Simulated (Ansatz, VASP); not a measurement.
## HfO2: VASP beside Ansatz

```xyz
3
Lattice="0.0000 2.5403 2.5403 2.5403 0.0000 2.5403 2.5403 2.5403 0.0000" Properties=species:S:1:pos:R:3 pbc="T T T"
Hf    0.0000    0.0000    0.0000
O     3.8105    3.8105    3.8105
O     1.2702    1.2702    1.2702
```

Measurements of this composition are mostly on another form, of space group No. 14.

Alike in both runs: task single point; functional r2SCAN; k mesh 9 × 9 × 9; occupations fermi-dirac, width 0.05 eV; no spin polarisation.

```csv
,VASP,Ansatz
version,VASP 6.6.1,Ansatz 0.2.0
potentials or method,"VASP PAW PBE potentials, release 64 (Hf_pv, O)",Ansatz PAW
plane-wave cutoff (eV),520,500
valence electrons in the cell,22,38
```

```csv
,VASP,Ansatz,Ansatz less VASP
gap on the k mesh at the Fermi level (eV),4.39,4.38,-0.009
least direct gap on the mesh (eV),4.50,4.49,-0.010
pressure (GPa),-7.3,-3.5,+3.81
```

With one functional, cell and mesh, what is left measures potentials, basis and numerics. The two sets of potentials don't hold the same shells in valence.

Caveats: spin-orbit coupling is left out, which moves the levels of the heavy elements; the PAW data sets were made with another functional, which shifts forces and pressure a little (VASP); an odd mesh through Γ misses points on the zone boundary, where band edges often lie (VASP); odd divisions of the mesh miss points on the zone boundary, where band edges often lie, so the gap on the mesh can be too wide (Ansatz); the PAW data sets come from PBE, with cores solved anew for the run's functional, which leaves a small shift of forces and pressure (Ansatz). r2SCAN opens gaps a little over a GGA but as a rule still falls short of measured ones.
